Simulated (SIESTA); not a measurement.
## ZrSe2 under changes of volume

One of the cells (25.784 Å³/atom); the others are scaled copies at fixed shape and fractional positions:

```
Zr Se
1.0
     3.79800    0.00000    0.00000
    -1.89900    3.28916    0.00000
     0.00000    0.00000    6.19200
Zr Se
1 2
Direct
  0.00000 0.00000 0.00000
  0.66667 0.33333 0.75000
  0.33333 0.66667 0.25000
```

* Program: SIESTA 5.4.2
* Functional: LDA
* Potentials or basis: PseudoDojo 0.4 standard (LDA files)
* Basis: DZP (energy shift 0.003 Ry; two zetas on semicore shells)
* Grid cutoff: 800 Ry
* Energy shift: 0.003 Ry
* k mesh: 8 × 8 × 5
* Occupations: fermi-dirac, width 0.05 eV
* Spin: no spin polarisation

| volume (Å³/atom) | energy over the lowest point (meV/atom) | pressure (GPa) | gap on the mesh (eV) | largest force (eV/Å) |
| --- | --- | --- | --- | --- |
| 24.237 | 13.74 | 4.2 | 0.20 | 0.913 |
| 24.753 | 3.63 | 2.1 | 0.23 | 0.646 |
| 25.268 | 0.00 | 0.2 | 0.25 | 0.396 |
| 25.784 | 2.21 | -1.6 | 0.27 | 0.167 |
| 26.300 | 9.69 | -3.1 | 0.29 | 0.044 |
| 26.815 | ? | ? | ? | ? |
| 27.331 | 38.44 | -5.7 | 0.32 | 0.416 |

Task: What does the run at 26.815 Å³/atom give?

Result: Energy over the lowest point 21.94 meV/atom; pressure -4.5 GPa; gap on the mesh 0.31 eV; largest force 0.237 eV/Å.

Worked out: A Birch-Murnaghan fit of order 3 (a polynomial in V^(-2/3)) to the other rows has its minimum at 25.32 Å³/atom with B0 = V·E''(V) = 88 GPa and B' = 4.1 at fixed shape and positions, which overstates the stiffness. It gives 21.91 meV/atom at 26.815 Å³/atom, against the run's 21.94, and -dE/dV = -4.5 GPa, against -4.5. A straight line through the other rows of the gap, of slope 0.987 eV per unit of ln V, gives 0.31 eV, against the run's 0.31.

Energies are extrapolated to zero smearing.

Caveats: an odd mesh through Γ misses points on the zone boundary, where band edges often lie; the basis of atomic orbitals isn't converged, which shifts pressures, moduli and gaps. Spin-orbit coupling on Se, Zr is left out.
